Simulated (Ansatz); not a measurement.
Run on Eu (Fm-3m) — parallel moments

Computed with DFT, PBE, all-electron LAPW, scalar-relativistic (Ansatz 0.2.0).

Command: `ansatz run input.yaml --threads 1 --pin off --max-ram 3072MiB --backend cpu --events-out ev --progress --plain --runs-dir out`

```yaml
crystal:
  lattice:
    - [0.0, 2.7893026914, 2.7893026914]
    - [-2.7893026914, 2.7893026914, 0.0]
    - [-2.7893026914, -2.7893026914, 5.5786053828]
  atoms:
    - { symbol: Eu, position: [0.0, 0.0, 0.0], spin: 7.0 }
    - { symbol: Eu, position: [0.0, 0.5, 0.5], spin: 7.0 }
magnetization:
  spin_polarized: true
kpoints:
  mp_grid: { grid: [8, 8, 8] }
scf:
  occupations: { method: fermi_dirac, width: 0.08 }
hamiltonian:
  xc: pbe
  pseudopotentials: { kind: all_electron, lapw: { basis_error: 0.0005 } }
output:
  forces: true
  stress: true
  eigenvalues: true
  populations: true
```

Log:

```
Eu: projections on atomic orbitals take those of the free atom 1s2 2s2 2p6 3s2 3p6 3d10 4s2 4p6 4d10 4f7 5s2 5p6 5d0 6s2, of charge +0.00 (hamiltonian.pseudopotentials.projection_atoms)
LAPW: plane waves up to 6.763 Å⁻¹, error target 5.0e-4 eV per atom; small_component_spin mean_spin; Eu in spheres of 1.972 Å, 27 of its electrons in bands, Dirac shells [] (how accurate: hamiltonian.pseudopotentials.lapw.basis_error, Limitations)
Engine: ansatz 0.2.0
Pseudopotentials: kind: all_electron
Pseudopotential: Eu, LAPW, valence charge 27, lapw/all_electron/scalar/gaussian/Eu, Koelling and Harmon's equation, gaussian nucleus
Functional definition: PBE
  parameter kappa = 0.804
  parameter beta = 0.06672455060314922
  exchange = pbe_x(kappa = kappa, mu = beta*pi^2/3)
  correlation = pbe_c(beta = beta)
Crystal: 2 atoms, lattice volume = 86.805 Å³
Basis set: ecut = 174.25339735392487 eV, 487 PW (Γ), exchange–correlation at level 2
Bands: 41, of which v1, the nominal top of the filled ones, is band 27 counted from 1 (26 counted from 0)
Symmetry: 24 space group operations
Space group: Fm-3m (ITA 225), of the structure as read, at distance tolerance 4.4e-5 Å
Magnetic group: BNS 225.116 (UNI 1618), of the structure as read, at distance tolerance 4.4e-5 Å
k-points: 65 of 512
Non-local potential: Eu, projectors of the file, none
Initial density: superposition of atomic densities (chi_scale 0.1, normalization cell)
Starting moments: Σ|m| = 14 μB on 2 of 2 sites
Initial wavefunctions: plane waves of lowest kinetic energy (no species holds an atomic orbital)
Functional: x = pbe(κ = 0.804, μ = 0.2195149727645171), c = pbe(β = 0.06672455060314922)
iter 1 solved again at ethr=3.28e-5 eV; its pass at ethr=1.00e-1 eV (dr2=1.77e-2 eV) is discarded
SCF iter   1: F=—  HF=-590142.535256 eV  |F-HF|=—  |Δ(HF+E_count)|=         —  Δρ=3.29e-3 (↑3.28e-3 ↓3.29e-3)  dr2=1.78e-2  dr2_m=6.25e-3  M=14.473 μB ∫|m|=14.474 μB  β_m=0.30  ethr=3.28e-5  ⟨swp⟩=3.0  Hψ=35017  notcnv=0
Mixer restart at iter 1: flushing history
preconditioner: auto → Kerker (q_TF=auto, 2.521 Å⁻¹)  [metal: Δε(μ)=0.042 eV  Ē_g=11.133 eV  σ=0.080 eV  W_gap=0.13  n_scr=28 (ndim 8)  ℏωp=21.8 eV  f_vac=0.000  D(μ)=2.83/eV (n_scr^D=22)]
spin=Collinear: Kerker preconditioning applied to the charge; magnetization (m = ρ↑ − ρ↓) channel mixes plain (no charge-response kernel on spin).
SCF iter   2: F=—  HF=-590142.591600 eV  |F-HF|=—  |Δ(HF+E_count)|=   5.63e-2  Δρ=2.77e-3 (↑2.77e-3 ↓2.74e-3)  dr2=1.18e-2  dr2_m=4.51e-3  M=14.543 μB ∫|m|=14.543 μB  β_m=0.65  ethr=3.28e-5  ⟨swp⟩=2.1  Hψ=15938  notcnv=0
SCF iter   3: F=—  HF=-590142.654034 eV  |F-HF|=—  |Δ(HF+E_count)|=   6.24e-2  Δρ=1.29e-3 (↑1.29e-3 ↓1.16e-3)  dr2=2.73e-3  dr2_m=8.60e-4  M=14.762 μB ∫|m|=14.762 μB  β_m=0.52  ethr=2.19e-5  ⟨swp⟩=3.0  Hψ=16523  notcnv=0
SCF iter   4: F=—  HF=-590142.656911 eV  |F-HF|=—  |Δ(HF+E_count)|=   2.88e-3  Δρ=9.81e-4 (↑9.81e-4 ↓9.78e-4)  dr2=1.09e-3  dr2_m=6.37e-4  M=14.824 μB ∫|m|=14.825 μB  β_m=0.76  ethr=5.05e-6  ⟨swp⟩=2.6  Hψ=16011  notcnv=0
iter 5 solved again at ethr=1.97e-7 eV; its pass at ethr=2.02e-6 eV (dr2=1.06e-4 eV) is discarded
SCF iter   5: F=—  HF=-590142.661074 eV  |F-HF|=—  |Δ(HF+E_count)|=         —  Δρ=1.85e-4 (↑1.85e-4 ↓8.86e-5)  dr2=1.06e-4  dr2_m=4.39e-6  M=14.958 μB ∫|m|=14.958 μB  β_m=0.67  ethr=1.97e-7  ⟨swp⟩=2.0  Hψ=26716  notcnv=0
the basis was enlarged: its passes take 1.9 MiB over the memory plan, 2 of 2 planned eigensolver slots
SCF iter   6: F=—  HF=-590142.661943 eV  |F-HF|=—  |Δ(HF+E_count)|=   8.69e-4  Δρ=1.47e-4 (↑1.47e-4 ↓8.17e-5)  dr2=6.11e-5  dr2_m=3.81e-6  M=14.964 μB ∫|m|=14.965 μB  β_m=0.83  ethr=1.97e-7  ⟨swp⟩=3.0  Hψ=16753  notcnv=0
SCF iter   7: F=—  HF=-590142.662840 eV  |F-HF|=—  |Δ(HF+E_count)|=   8.97e-4  Δρ=8.80e-5 (↑8.80e-5 ↓4.99e-5)  dr2=2.05e-5  dr2_m=1.46e-6  M=14.967 μB ∫|m|=14.967 μB  β_m=0.92  ethr=1.13e-7  ⟨swp⟩=3.0  Hψ=16644  notcnv=0
SCF iter   8: F=—  HF=-590142.663427 eV  |F-HF|=—  |Δ(HF+E_count)|=   5.88e-4  Δρ=2.17e-5 (↑2.17e-5 ↓1.33e-5)  dr2=9.52e-7  dr2_m=1.06e-7  M=14.967 μB ∫|m|=14.968 μB  β_m=0.96  ethr=3.80e-8  ⟨swp⟩=3.0  Hψ=16597  notcnv=0
SCF iter   9: F=—  HF=-590142.663455 eV  |F-HF|=—  |Δ(HF+E_count)|=   2.78e-5  Δρ=3.15e-6 (↑2.81e-6 ↓3.15e-6)  dr2=2.64e-8  dr2_m=1.12e-9  M=14.967 μB ∫|m|=14.967 μB  β_m=0.98  ethr=1.76e-9  ⟨swp⟩=3.0  Hψ=16684  notcnv=0
SCF iter  10: F=—  HF=-590142.663455 eV  |F-HF|=—  |Δ(HF+E_count)|=   4.13e-8  Δρ=1.32e-6 (↑9.14e-7 ↓1.32e-6)  dr2=4.41e-9  dr2_m=2.34e-10  M=14.967 μB ∫|m|=14.967 μB  β_m=0.99  ethr=4.88e-11  ⟨swp⟩=3.0  Hψ=16250  notcnv=0
SCF iter  11: F=—  HF=-590142.663455 eV  |F-HF|=—  |Δ(HF+E_count)|=   2.49e-8  Δρ=1.03e-6 (↑1.03e-6 ↓5.50e-7)  dr2=9.13e-10  dr2_m=3.56e-10  M=14.967 μB ∫|m|=14.967 μB  β_m=0.99  ethr=8.17e-12  ⟨swp⟩=3.0  Hψ=16352  notcnv=0
SCF iter  12: F=-590142.663455 eV  HF=-590142.663455 eV  |F-HF|=6.29e-9  |Δ(HF+E_count)|=   1.13e-8  Δρ=2.56e-7 (↑2.56e-7 ↓2.04e-7)  dr2=1.12e-10  dr2_m=2.08e-11  M=14.966 μB ∫|m|=14.967 μB  ethr=3.72e-12 (applied; sched 1.69e-12)  ⟨swp⟩=3.0  Hψ=16218  notcnv=0
SCF 1 converged in 12 iterations: F = -590142.663455 eV  dr2 = 1.12e-10
SCF converged after 12 iterations
Magnetization: 14.9665 μB (34.4832 up, 19.5168 down)
Absolute magnetization: 14.9667 μB (∫|ρ↑−ρ↓|)
Spin contamination: 0.0095 ħ² per cell (⟨S²⟩ above its minimum at these occupations)
Per-site moments (μB) at R_I (Å): [(7.30808768284156, 1.972334818480747), (7.30808768284156, 1.972334818480747)]
Free energy (F): -590142.663455 eV
Harris-Foulkes:  -590142.663455 eV  (|F-HF|=6.29e-9)
Internal energy: -590142.581804 eV  (E = F + TS)
E sigma→0 (E₀):  -590142.622629 eV
Entropy (-TS):   -0.081651 eV (-40.826 meV/atom)
Fermi energy:    10.462871 eV
--- Per-component energies (eV) ---
  E_band       = -2435.940573
  E_kinetic    = 639764.144345
  E_xc         = -13242.020222
  E_electrostatic = -1216664.705926  (all electrons and nuclei)
  E_smearing   = -0.081651  (= −TS)
  E_closure    = 0.000000  (closes the sum)
  E_atoms      = -590122.027865  (free atoms, spherical and without spin; not in F)
  Σ components = -590142.663455   (vs F -590142.663455, Δ=0.00e0)
  Basis errors (estimates in eV, not in F): energy 3.8e-5 per atom: plane waves 8.4e-6 (4.3e-6 summed), levels above the bands 1.4e-19, relativity 1.3e-7, radial functions 2.9e-5, core shells 3.4e-8; eigenvalues (radial functions only) 4.3e-7; not estimated: angular momenta, meshes, grids; target (lapw.basis_error) 5.0e-4; muffin-tin radii Eu 1.972 Å
--- Forces (eV/Å), atoms counted from 1 ---
  atom   1  Eu     0.00000000     0.00000000    -0.00000000
  atom   2  Eu     0.00000000    -0.00000000    -0.00000000
  max |Σ_I F_I| component: 7.89e-31 eV/Å
--- Stress (GPa, compression-positive) ---
       -0.515645       0.020070      -0.020070
        0.020070      -0.515645      -0.020070
       -0.020070      -0.020070      -0.515645
  P = ⅓ Tr σ = -0.5156 GPa (-5.156 kbar)
--- Band table (eV; the first three rows and the last of 130) ---
  k-point 0 ↑: bands = ["-122.2512", "-122.2512", "-122.2512", "-122.2512", "-122.2510", "-122.2510", "-122.2467", "-122.2467", "-122.2467", "-122.2467", "-31.0583", "-31.0302", "-10.0864", "-9.7382", "-9.7382", "-9.6841", "-9.6837", "-9.6837", "6.1307", "8.6769", "9.8494", "9.8662", "9.9201", "9.9201", "9.9513", "9.9514", "9.9514", "9.9789", "10.0588", "10.0588", "10.0612", "10.0612", "10.0612",  …
  k-point 1 ↑: bands = ["-122.2512", "-122.2512", "-122.2512", "-122.2512", "-122.2510", "-122.2510", "-122.2467", "-122.2467", "-122.2467", "-122.2467", "-31.0573", "-31.0312", "-10.0718", "-9.7361", "-9.7361", "-9.7001", "-9.6858", "-9.6858", "6.2139", "8.5761", "9.8492", "9.8704", "9.9234", "9.9234", "9.9490", "9.9540", "9.9540", "9.9651", "10.0534", "10.0534", "10.0536", "10.0536", "10.0614",  …
  k-point 2 ↑: bands = ["-122.2512", "-122.2512", "-122.2512", "-122.2512", "-122.2510", "-122.2510", "-122.2467", "-122.2467", "-122.2467", "-122.2467", "-31.0542", "-31.0343", "-10.0299", "-9.7456", "-9.7303", "-9.7303", "-9.6918", "-9.6918", "6.4563", "8.2767", "9.8492", "9.8783", "9.9330", "9.9333", "9.9333", "9.9426", "9.9617", "9.9617", "10.0333", "10.0333", "10.0395", "10.0395", "10.0619",  …
  k-point 64 ↓: bands = ["-116.8155", "-116.8155", "-116.8155", "-116.8155", "-116.8148", "-116.8148", "-116.7876", "-116.7876", "-116.7876", "-116.7876", "-27.8896", "-27.8846", "-7.7174", "-7.6730", "-7.5740", "-7.4821", "-7.4253", "-7.3914", "10.5556", "10.5564", "11.2070", "11.2795", "12.3615", "12.4648", "13.7070", "14.2692", "14.2848", "14.4389", "14.5666", "14.5840", "14.6641", "14.7762", " …
--- Löwdin populations: 2 sites ---
  site symbol       q [e]    m [muB]
     0     Eu     62.9722     7.4694
     1     Eu     62.9722     7.4694
  spilling = 0.000442 (of n_electrons = 126.000000)
```

populations.tsv:

```
# site	symbol	l	j	q_up	q_dn
# orbitals = lowdin
# n_electrons = 126.000000
# spilling = 0.000442
# projection_atom_Eu: 1s2 2s2 2p6 3s2 3p6 3d10 4s2 4p6 4d10 4f7 5s2 5p6 5d0 6s2
0	Eu	0_1S	-	1.000000	1.000000
0	Eu	0_2S	-	0.999989	0.999988
0	Eu	0_3S	-	0.999851	0.999840
0	Eu	0_4S	-	0.998423	0.998323
0	Eu	0_5S	-	0.972809	0.974375
0	Eu	0_6S	-	0.396741	0.359027
0	Eu	1_2P	-	3.000000	3.000000
0	Eu	1_3P	-	2.999998	2.999997
0	Eu	1_4P	-	2.999897	2.999841
0	Eu	1_5P	-	2.983694	2.966211
0	Eu	2_3D	-	4.999998	4.999999
0	Eu	2_4D	-	4.999952	4.999969
0	Eu	2_5D	-	1.031613	0.451375
0	Eu	3_4F	-	6.837829	0.002428
1	Eu	0_1S	-	1.000000	1.000000
1	Eu	0_2S	-	0.999989	0.999988
1	Eu	0_3S	-	0.999851	0.999840
1	Eu	0_4S	-	0.998423	0.998323
1	Eu	0_5S	-	0.972809	0.974375
1	Eu	0_6S	-	0.396741	0.359027
1	Eu	1_2P	-	3.000000	3.000000
1	Eu	1_3P	-	2.999998	2.999997
1	Eu	1_4P	-	2.999897	2.999841
1	Eu	1_5P	-	2.983694	2.966211
1	Eu	2_3D	-	4.999998	4.999999
1	Eu	2_4D	-	4.999952	4.999969
1	Eu	2_5D	-	1.031613	0.451375
1	Eu	3_4F	-	6.837829	0.002428
```

Site moments (μB): Eu1 7.31, Eu2 7.31. Cell moment 14.97 μB.

The magnetic group in the log treats spin as a scalar label, without spin–orbit coupling.

Without U a semilocal functional puts the f levels too near the Fermi level, which can change moments and the order of magnetic states; site and cell moments are spin moments. Spin–orbit coupling is left out although heavy atoms are present. With open f shells a run can end in a state that isn't the lowest. None of this fixes the real material's magnetic order: only patterns that fit the cell were computed, at zero temperature, with a functional that can overstate moments.

It took 91 s on 1 thread of Arm Neoverse V1, on a shared host, peak memory 0.66 GiB.
